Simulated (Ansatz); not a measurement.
**Which of these structures of SnTe lies lowest?**

All numbers below come from Ansatz 0.2.0, DFT, PBE, all-electron LAPW, scalar-relativistic.

Each cell is taken as listed (from a database or a relaxation; residual pressures are under 0.6 GPa and forces under 0.08 eV/Å), on meshes of about 0.2 Å⁻¹ spacing; energies are extrapolated to zero smearing, with no zero-point or thermal terms. Other structures, the observed one among them, may be missing from this set and lie lower. No run is spin-polarised.

No spin–orbit coupling, which matters for the heavy atoms here.

**Question.** Order the structures by energy per atom, lowest first, and give the differences.
A.
```
Sn Te
1.0
     0.00000    3.60674    3.60674
     3.60674    0.00000    3.60674
     3.60674    3.60674    0.00000
Sn Te
1 1
Cartesian
  0.0000 0.0000 0.0000
  1.8034 1.8034 1.8034
```
(zincblende type, relaxed by us; 9×9×9 mesh on the primitive cell, smearing 0.05 eV, P = 0.0 GPa)
B.
Space group P6_3mc (No. 186). a = 5.436 Å, b = 5.436 Å, c = 6.528 Å, α = 90.00°, β = 90.00°, γ = 120.00°
```csv
atom,site,symmetry,x,y,z
Sn,2b,3m.,0.3333,0.6667,0.9536
Te,2b,3m.,0.3333,0.6667,0.4224
```
(wurtzite type, relaxed by us; 9×9×5 mesh on the primitive cell, smearing 0.05 eV, P = 0.0 GPa)

**Answer.** B (0 meV/atom), A (133 meV/atom).
